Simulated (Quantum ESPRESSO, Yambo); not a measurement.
# BeTe (F-43m): changed settings of a GW run in Yambo

Aim: change inputs of a GW run on BeTe (F-43m) and see what moves.

Main program and level: Yambo 5.3.0; PBE and many-body steps on it, plane waves.

## Step 1: Set-up

Symmetry: F-43m, No. 216, cubic system. Conventional cell: a = 5.663 Å, b = 5.663 Å, c = 5.663 Å, α = 90.00°, β = 90.00°, γ = 90.00°. Nearest to Be lie 4 Te at 2.45 Å. Nearest to Te lie 4 Be at 2.45 Å. Farther neighbours and most contacts between anions are not listed.

Coordinates:

```xyz
2
Lattice="0.0000 2.8315 2.8315 2.8315 0.0000 2.8315 2.8315 2.8315 0.0000" Properties=species:S:1:pos:R:3 pbc="T T T"
Be    0.0000    0.0000    0.0000
Te    4.2472    4.2472    4.2472
```

The cell and positions are those that the Materials Project relaxed with its own functionals (PBE, PBE+U or r2SCAN), kept fixed. Spin-orbit coupling is left out unless a step names it.

## Step 2: Base

This step: Yambo 5.3.0; G0W0 on PBE, plane waves, norm-conserving pseudopotentials.

Now the one-shot GW correction: screening in the RPA, then the self-energy of the levels asked for.

Input file gw1.in:

```
HF_and_locXC
gw0
dyson
ppa
em1d
rim_cut
RandQpts= 1000000
RandGvec= 1 RL
EXXRLvcs= 88 Ry
VXCRLvcs= 352 Ry
Chimod= "HARTREE"
% BndsRnXp
 1 | 124 |
%
NGsBlkXp= 13 Ry
% LongDrXp
 1 | 1 | 1 |
%
% GbndRnge
 1 | 124 |
%
DysSolver= "n"
ExtendOut
PPAPntXp= 27.21138 eV
% QPkrange
 1 | 1 | 13 | 16 |
 7 | 7 | 13 | 16 |
%
```

The run is started by

```bash
OMP_NUM_THREADS=1 mpirun -n 4 yambo -F gw1.in -J gw1 -C gw1 > gw1.log
```

The log of the run:

```text
 Yambo, version 5.3.0

 [02] CORE Variables Setup
 =========================

  [... cell, symmetries and grids as in the set-up ...]

  [02.05] Energies & Occupations
  ==============================

  [X] === General ===
  [X] Electronic Temperature                        :  0.000000  0.000000 [eV K]
  [X] Bosonic    Temperature                        :  0.000000  0.000000 [eV K]
  [X] Finite Temperature mode                       : no
  [X] El. density                                   :  0.61673E+24 [cm-3]
  [X] Fermi Level                                   :  8.438418 [eV]

  [X] === Gaps and Widths ===
  [X] Conduction Band Min                           :  2.026900 [eV]
  [X] Valence Band Max                              :  0.000000 [eV]
  [X] Filled Bands                                  :  14
  [X] Empty Bands                                   :   15  124
  [X] Direct Gap                                    :  3.644779 [eV]
  [X] Direct Gap localized at k                     :  1
  [X] Indirect Gap                                  :  2.026900 [eV]
  [X] Indirect Gap between kpts                     :   1   7
  [X] Last valence band width                       :  3.120670 [eV]
  [X] 1st conduction band width                     :  3.269928 [eV]

 [03] Transferred momenta grid and indexing
 ==========================================

 IBZ Q-points                                      :   8
 BZ  Q-points                                      :   64

 K/Q-points units:
 rlu = crystal or reduced units; cc = cartesian coordinates; iku = interal k-units

 Q [1]          [rlu]:  0.000000  0.000000  0.000000
 Q [2]          [rlu]:  0.54651E-16  0.26895E-16  0.25000
 Q [3]          [rlu]: -0.10930E-15 -0.53790E-16 -0.50000
 Q [4]          [rlu]:  0.45585E-17  0.25000      0.25000
 Q [5]          [rlu]:  0.71568E-16  0.25000      0.50000
 Q [6]          [rlu]:  0.40755E-16  0.25000     -0.25000
 Q [7]          [rlu]: -0.91171E-17 -0.50000     -0.50000
 Q [8]          [rlu]:  0.250000 -0.500000 -0.250000

 [04] Coloumb potential Random Integration (RIM)
 ===============================================

  [04.01] RIM initialization
  ==========================

  * Diagonal components only detected *

  8 x (sBL volume)        :  0.101203 [a.u.]
  sBZ random points       :  1000000
  Points outside the sBZ  :   7968281
  RL volume               :  0.809622 [a.u.]
  Integrated volume       :  0.812845 [a.u.]

  [04.02] RIM integrals
  =====================

  Gamma point sphere radius             :  0.084531 [a.u.]
  Points outside the sphere             :   800476
  [Int_sBZ(q=0) 1/q^2]*(Vol_sBZ)^(-1/3) =:  7.776341
                                 should be <:  7.795600

  Summary of Coulomb integrals for non-metallic bands |Q|[au] RIM/Bare

  Q [1] 0.100000E-4 0.997530 * Q [2] 0.254239 1.068480
  Q [4] 0.293569 1.066792 * Q [6] 0.415170 1.029814
  Q [5] 0.486830 1.022655 * Q [3] 0.508477 1.020683
  Q [7] 0.587139 1.017590 * Q [8] 0.656441 1.014612

 [05] Dipoles
 ============

  [05.01] Setup: observables and procedures
  =========================================

 [06] Dynamic Dielectric Matrix (PPA)
 ====================================

 [WR./gw1//ndb.pp]---------------------------------------------------------------
  Brillouin Zone Q/K grids (IBZ/BZ)                :    8   64    8   64
  RL vectors                                       :   5209 [WF]
  Coulomb cutoff potential                         : none
  Electronic Temperature                           :  0.000000 [K]
  Bosonic    Temperature                           :  0.000000 [K]
  PPA    diel. fun.  energies                      : Perdew, Burke & Ernzerhof(X)+Perdew, Burke & Ernzerhof(C)
  wavefunctions                                    : Perdew, Burke & Ernzerhof(X)+Perdew, Burke & Ernzerhof(C)
  Global Gauge                                     : length
  X matrix size                                    :  283
  X band range                                     :    1  124
  X e/h energy range                               : -1.000000 -1.000000 [eV]
  X Time ordering                                  : R
  X Hxc Kernel                                     : HARTREE
  X Drude frequency                                :  0.000000  0.000000
  X poles                                          :  100.0000 [o/o]
  RL vectors in the sum                            :   5209
  [r,Vnl] included                                 : yes
  Field direction                                  :  0.577350E-5  0.577350E-5  0.577350E-5
  BZ energy Double Grid                            : no
  BZ energy DbGd points                            : 0
  BZ Q point size factor                           : -1.000000
  X Optical Averaged directions                    : none

 [07] Local Exchange-Correlation + Non-Local Fock
 ================================================

 [VXC] Plane waves :   34327
 [EXS] Plane waves :   4285

 QP @ state[ 1 ] K range:  1  1
 QP @ state[ 1 ] b range:  13  16
 QP @ state[ 2 ] K range:   7   7
 QP @ state[ 2 ] b range:  13  16

 [xc] Functional : Perdew, Burke & Ernzerhof(X)+Perdew, Burke & Ernzerhof(C)
 [xc] LIBXC used to calculate xc functional
  PP Number of Atomic Species                      :  2
  NLCC RL compoments                               :   34327
  PP Number of Atomic Species                      :  2
  NLCC RL compoments                               :   34327

 [xc] E_xc :  -22.86069 [Ha]
      E_xc :  -45.72138 [Ry]

  Local XC kind (lXC) : Perdew, Burke & Ernzerhof(X)+Perdew, Burke & Ernzerhof(C)
  Non-Local XC kind (nlXC) : Hartree-Fock

  Corrections @ K [1] :  [eV]
 <13|nlXC|13> = -15.11875  0.84549E-17 <13|lXC|13> = -13.37048 -0.18882E-15
 <14|nlXC|14> = -15.11878 -0.41351E-17 <14|lXC|14> = -13.37049 -0.43553E-21
 <15|nlXC|15> = -5.917620 -0.26627E-17 <15|lXC|15> = -10.43562  0.23629E-16
 <16|nlXC|16> = -5.917636  0.53267E-18 <16|lXC|16> = -10.43562 -0.11767E-16

  Corrections @ K [7] :  [eV]
 <13|nlXC|13> = -14.62234 -0.44568E-17 <13|lXC|13> = -11.87648 -0.27253E-20
 <14|nlXC|14> = -14.62235 -0.83617E-17 <14|lXC|14> = -11.87648  0.11801E-16
 <15|nlXC|15> = -5.120957 -0.86068E-18 <15|lXC|15> = -8.959031  0.10621E-15
 <16|nlXC|16> = -5.810337 -0.60204E-18 <16|lXC|16> = -9.791950  0.23616E-16

 [08] Dyson equation: Newton solver
 ==================================

  [08.01] G0W0 (W PPA)
  ====================

  [  GW  ] Bands range     :    1  124
  [GW/PPA] G damping       :  0.100000 [eV]

  QP @ state[ 1 ] K range:  1  1
  QP @ state[ 1 ] b range:  13  16
  QP @ state[ 2 ] K range:   7   7
  QP @ state[ 2 ] b range:  13  16

   Sc/G bands                                       :    1  124
   Sc/G damping                                     :  0.100000 ev
   Sc bands terminator                              : no
   Sx RL components                                 :   4285

   QP @ state[ 1 ] K range                          :  1  1
   QP @ state[ 1 ] b range                          :  13  16
   QP @ state[ 2 ] K range                          :   7   7
   QP @ state[ 2 ] b range                          :  13  16
   GF energies kind                                 : Perdew, Burke & Ernzerhof(X)+Perdew, Burke & Ernzerhof(C)
   GF WF`s kind                                     : Perdew, Burke & Ernzerhof(X)+Perdew, Burke & Ernzerhof(C)
   Xs energies kind                                 : Perdew, Burke & Ernzerhof(X)+Perdew, Burke & Ernzerhof(C)
   Xs WF`s kind                                     : Perdew, Burke & Ernzerhof(X)+Perdew, Burke & Ernzerhof(C)

 [11] Game Over & Game summary
```

Elapsed: 2 min, on 4 MPI ranks of Arm Neoverse V1, shared host; peak memory 1.6 GiB; 8.1 min of CPU time.

This step gave:

| Quantity | Value |
| --- | --- |
| G0W0 gap on the points computed | 2.816 eV |
| starting gap on the mesh | 2.027 eV |
| k of the valence top | 0, 0, 0 |
| k of the conduction bottom | 0, -0.5, -0.5 |
| least direct G0W0 gap on the computed points | 4.688 eV |
| Z at the valence top | 0.8053 |
| Z at the conduction bottom | 0.8174 |

The gap on the mesh goes from 2.03 eV to 2.82 eV, a correction of +0.79 eV.

## Step 3: More G vectors in the random integration

gw2.in, as its differences from gw1.in of step 2:

```diff
@@ -7,3 +7,3 @@
 RandQpts= 1000000
-RandGvec= 1 RL
+RandGvec= 59 RL
 EXXRLvcs= 88 Ry
@@ -28 +28,2 @@
 %
+QpgFull
```

The run is started by

```bash
OMP_NUM_THREADS=1 mpirun -n 4 yambo -F gw2.in -J gw2,gw1_W -C gw2 > gw2.log
```

The log of the run:

```text
 Yambo, version 5.3.0

 [02] CORE Variables Setup
 =========================

  [... cell, symmetries and grids as in the set-up ...]

  [02.05] Energies & Occupations
  ==============================

  [X] === General ===
  [X] Electronic Temperature                        :  0.000000  0.000000 [eV K]
  [X] Bosonic    Temperature                        :  0.000000  0.000000 [eV K]
  [X] Finite Temperature mode                       : no
  [X] El. density                                   :  0.61673E+24 [cm-3]
  [X] Fermi Level                                   :  8.438418 [eV]

  [X] === Gaps and Widths ===
  [X] Conduction Band Min                           :  2.026900 [eV]
  [X] Valence Band Max                              :  0.000000 [eV]
  [X] Filled Bands                                  :  14
  [X] Empty Bands                                   :   15  124
  [X] Direct Gap                                    :  3.644779 [eV]
  [X] Direct Gap localized at k                     :  1
  [X] Indirect Gap                                  :  2.026900 [eV]
  [X] Indirect Gap between kpts                     :   1   7
  [X] Last valence band width                       :  3.120670 [eV]
  [X] 1st conduction band width                     :  3.269928 [eV]

 [03] Transferred momenta grid and indexing
 ==========================================

 IBZ Q-points                                      :   8
 BZ  Q-points                                      :   64

 K/Q-points units:
 rlu = crystal or reduced units; cc = cartesian coordinates; iku = interal k-units

 Q [1]          [rlu]:  0.000000  0.000000  0.000000
 Q [2]          [rlu]:  0.54651E-16  0.26895E-16  0.25000
 Q [3]          [rlu]: -0.10930E-15 -0.53790E-16 -0.50000
[...]
Q [7]          [rlu]: -0.91171E-17 -0.50000     -0.50000
 Q [8]          [rlu]:  0.250000 -0.500000 -0.250000

 [04] Coloumb potential Random Integration (RIM)
 ===============================================

  [04.01] RIM initialization
  ==========================

  8 x (sBL volume)        :  0.101203 [a.u.]
  sBZ random points       :  1000000
  Points outside the sBZ  :   7968281
  RL volume               :  0.809622 [a.u.]
  Integrated volume       :  0.812845 [a.u.]

  [04.02] RIM integrals
  =====================

  Gamma point sphere radius             :  0.084531 [a.u.]
  Points outside the sphere             :   800476
  [Int_sBZ(q=0) 1/q^2]*(Vol_sBZ)^(-1/3) =:  7.776341
                                 should be <:  7.795600

  Summary of Coulomb integrals for non-metallic bands |Q|[au] RIM/Bare

  Q [1] 0.100000E-4 0.997530 * Q [2] 0.254239 1.068480
  Q [4] 0.293569 1.066792 * Q [6] 0.415170 1.029814
  Q [5] 0.486830 1.022655 * Q [3] 0.508477 1.020683
  Q [7] 0.587139 1.017590 * Q [8] 0.656441 1.014612

 [05] Dipoles
 ============

  [05.01] Setup: observables and procedures
  =========================================

 [06] Dynamic Dielectric Matrix (PPA)
 ====================================

   Sc/G bands                                       :    1  124
   Sc/G damping                                     :  0.100000 ev
   Sc bands terminator                              : no
   Sx RL components                                 :   4285

   QP @ state[ 1 ] K range                          :  1  1
   QP @ state[ 1 ] b range                          :  13  16
   QP @ state[ 2 ] K range                          :   7   7
   QP @ state[ 2 ] b range                          :  13  16
   GF energies kind                                 : Perdew, Burke & Ernzerhof(X)+Perdew, Burke & Ernzerhof(C)
   GF WF`s kind                                     : Perdew, Burke & Ernzerhof(X)+Perdew, Burke & Ernzerhof(C)
   Xs energies kind                                 : Perdew, Burke & Ernzerhof(X)+Perdew, Burke & Ernzerhof(C)
   Xs WF`s kind                                     : Perdew, Burke & Ernzerhof(X)+Perdew, Burke & Ernzerhof(C)

 [11] Game Over & Game summary
```

Wall time 2.1 min (4 MPI ranks); peak memory 1.6 GiB; 8.2 min of CPU time.

This step gave:

```
G0W0 gap on the points computed              : 2.829 eV
starting gap on the mesh                     : 2.027 eV
k of the valence top                         : 0, 0, 0
k of the conduction bottom                   : 0, -0.5, -0.5
least direct G0W0 gap on the computed points : 4.697 eV
Z at the valence top                         : 0.8048
Z at the conduction bottom                   : 0.8169
```

Against G0W0 in Yambo (4×4×4 mesh, 124 bands, screening to 176.9 eV, Godby-Needs plasmon pole), the gap moves by +0.013 eV.

## Step 4: Damping of G

gw3.in, as its differences from gw2.in of step 3:

```diff
@@ -7,3 +7,3 @@
 RandQpts= 1000000
-RandGvec= 59 RL
+RandGvec= 1 RL
 EXXRLvcs= 88 Ry
@@ -28,2 +28,2 @@
 %
-QpgFull
+GDamping= 0.5 eV
```

The run is started by

```bash
OMP_NUM_THREADS=1 mpirun -n 4 yambo -F gw3.in -J gw3,gw1_W -C gw3 > gw3.log
```

The log of the run:

```text
 Yambo, version 5.3.0

 [02] CORE Variables Setup
 =========================

  [... cell, symmetries and grids as in the set-up ...]

  [02.05] Energies & Occupations
  ==============================

  [X] === General ===
  [X] Electronic Temperature                        :  0.000000  0.000000 [eV K]
  [X] Bosonic    Temperature                        :  0.000000  0.000000 [eV K]
  [X] Finite Temperature mode                       : no
  [X] El. density                                   :  0.61673E+24 [cm-3]
[...]
QP @ state[ 1 ] b range                          :  13  16
   QP @ state[ 2 ] K range                          :   7   7
   QP @ state[ 2 ] b range                          :  13  16
   GF energies kind                                 : Perdew, Burke & Ernzerhof(X)+Perdew, Burke & Ernzerhof(C)
   GF WF`s kind                                     : Perdew, Burke & Ernzerhof(X)+Perdew, Burke & Ernzerhof(C)
   Xs energies kind                                 : Perdew, Burke & Ernzerhof(X)+Perdew, Burke & Ernzerhof(C)
   Xs WF`s kind                                     : Perdew, Burke & Ernzerhof(X)+Perdew, Burke & Ernzerhof(C)

 [11] Game Over & Game summary
```

Run time: 51 s. Hardware: 4 MPI ranks; peak memory 1.6 GiB.

This step gave:

```
G0W0 gap on the points computed              : 2.818 eV
starting gap on the mesh                     : 2.027 eV
k of the valence top                         : 0, 0, 0
k of the conduction bottom                   : 0, -0.5, -0.5
least direct G0W0 gap on the computed points : 4.691 eV
```

Against G0W0 in Yambo (4×4×4 mesh, 124 bands, screening to 176.9 eV, Godby-Needs plasmon pole), the gap moves by +0.002 eV.

## Step 5: No random integration

gw4.in, as its differences from gw3.in of step 4:

```diff
@@ -6,3 +6,3 @@
 rim_cut
-RandQpts= 1000000
+RandQpts= 0
 RandGvec= 1 RL
@@ -28,2 +28 @@
 %
-GDamping= 0.5 eV
```

The run is started by

```bash
OMP_NUM_THREADS=1 mpirun -n 4 yambo -F gw4.in -J gw4,gw1_W -C gw4 > gw4.log
```

The log of the run:

```text
 Yambo, version 5.3.0

 [02] CORE Variables Setup
 =========================

  [... cell, symmetries and grids as in the set-up ...]

  [02.05] Energies & Occupations
  ==============================

  [X] === General ===
  [X] Electronic Temperature                        :  0.000000  0.000000 [eV K]
  [X] Bosonic    Temperature                        :  0.000000  0.000000 [eV K]
  [X] Finite Temperature mode                       : no
  [X] El. density                                   :  0.61673E+24 [cm-3]
  [X] Fermi Level                                   :  8.438418 [eV]

  [X] === Gaps and Widths ===
  [X] Conduction Band Min                           :  2.026900 [eV]
  [X] Valence Band Max                              :  0.000000 [eV]
  [X] Filled Bands                                  :  14
  [X] Empty Bands                                   :   15  124
  [X] Direct Gap                                    :  3.644779 [eV]
  [X] Direct Gap localized at k                     :  1
  [X] Indirect Gap                                  :  2.026900 [eV]
  [X] Indirect Gap between kpts                     :   1   7
  [X] Last valence band width                       :  3.120670 [eV]
  [X] 1st conduction band width                     :  3.269928 [eV]

 [03] Transferred momenta grid and indexing
 ==========================================

 IBZ Q-points                                      :   8
 BZ  Q-points                                      :   64

 K/Q-points units:
 rlu = crystal or reduced units; cc = cartesian coordinates; iku = interal k-units

 Q [1]          [rlu]:  0.000000  0.000000  0.000000
 Q [2]          [rlu]:  0.54651E-16  0.26895E-16  0.25000
 Q [3]          [rlu]: -0.10930E-15 -0.53790E-16 -0.50000
[...]
Q [7]          [rlu]: -0.91171E-17 -0.50000     -0.50000
 Q [8]          [rlu]:  0.250000 -0.500000 -0.250000

 [04] Dipoles
 ============

  [04.01] Setup: observables and procedures
  =========================================

 [05] Dynamic Dielectric Matrix (PPA)
 ====================================

   Sc/G bands                                       :    1  124
   Sc/G damping                                     :  0.100000 ev
   Sc bands terminator                              : no
   Sx RL components                                 :   4285

   QP @ state[ 1 ] K range                          :  1  1
   QP @ state[ 1 ] b range                          :  13  16
   QP @ state[ 2 ] K range                          :   7   7
   QP @ state[ 2 ] b range                          :  13  16
   GF energies kind                                 : Perdew, Burke & Ernzerhof(X)+Perdew, Burke & Ernzerhof(C)
   GF WF`s kind                                     : Perdew, Burke & Ernzerhof(X)+Perdew, Burke & Ernzerhof(C)
   Xs energies kind                                 : Perdew, Burke & Ernzerhof(X)+Perdew, Burke & Ernzerhof(C)
   Xs WF`s kind                                     : Perdew, Burke & Ernzerhof(X)+Perdew, Burke & Ernzerhof(C)

 [10] Game Over & Game summary
```

The job ended after 51 s (4 MPI ranks; peak memory 1.6 GiB; 3.4 min of CPU time).

Numbers from this step:

```yaml
g0w0_gap_on_the_points_computed: 2.777 eV
starting_gap_on_the_mesh: 2.027 eV
k_of_the_valence_top: 0, 0, 0
k_of_the_conduction_bottom: 0, -0.5, -0.5
least_direct_g0w0_gap_on_the_computed_points: 4.651 eV
z_at_the_valence_top: 0.8099
z_at_the_conduction_bottom: 0.8222
```

(Part 1 of 2 ends here.)

[Paths, hosts, dates, memory and timing lines, banners, echoed tables and standing remarks are left out of the program output.]

[Logs are printed without paths, hosts, clocks, repeated set-up lines and the standing remarks that a program may print on its own settings, such as how far it seeks lower states.]

[Runs of the session that timed out or met a known fault of the program may be left out.]

[Hosts, paths, dates, database ids (printed as entryN), source tags and the programs' standing remarks are cut or masked in the printed files.]
